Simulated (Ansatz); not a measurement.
## Equation of state of Sb under PBEsol

The structure is cubic, space group Fm-3m (No. 225). The conventional cell has a = 4.742 Å, b = 4.742 Å, c = 4.742 Å, α = 90.00°, β = 90.00°, γ = 90.00°. Sb (site symmetry m-3m) is surrounded by 12 Sb at 3.35 Å.

This isn't the form of Sb at room conditions, which is rhombohedral.

The cell was scaled at fixed shape and fractions and run with Ansatz, Ansatz PAW, cutoff 420 eV; PBEsol, k mesh 10 × 10 × 10 on the cell of 1 atom, fermi-dirac occupations of 0.05 eV, no spin polarisation, no spin-orbit coupling. The potentials were made for PBE. Energies are those that the program minimises, any entropy of the smearing included. For a metal such a mesh isn't converged to the digits shown.

| V (Å³/atom) | energy over the lowest row (meV/atom) |
| --- | --- |
| 25.0660 | 9.41 |
| 25.5994 | 2.31 |
| 26.1327 | 0.00 |
| 26.6660 | ? |
| 27.1993 | 7.89 |
| 27.7326 | 17.45 |
| 28.2660 | 30.37 |

**Question.** Fit the third-order Birch-Murnaghan form, give V0, B0 and B′, and predict the energy left open.

**Answer.** With y = (V0/V)^(2/3), E = E0 + (9 V0 B0/16) [(y - 1)³ B′ + (y - 1)² (6 - 4y)]. Least squares through the rows shown give V0 = 26.1484 Å³/atom, E0 = -0.02 meV, B0 = 63.49 GPa (1 eV/Å³ = 160.218 GPa) and B′ = 3.27, with a largest miss of 0.02 meV. At V = 26.6660 the form with these constants gives 1.95 meV; the run gave 1.99 meV an atom. Other set-ups at this level, from all their volumes (Å³/atom, GPa): Ansatz, JTH PAW (made for PBE): V0 26.150, B0 63.5; Ansatz, PseudoDojo standard (made for PBE): V0 26.119, B0 63.57; Ansatz, PseudoDojo stringent (made for PBE): V0 26.239, B0 63.7; Ansatz, Ansatz PAW (files of its older set among them) (made for PBE): V0 26.151, B0 63.44.
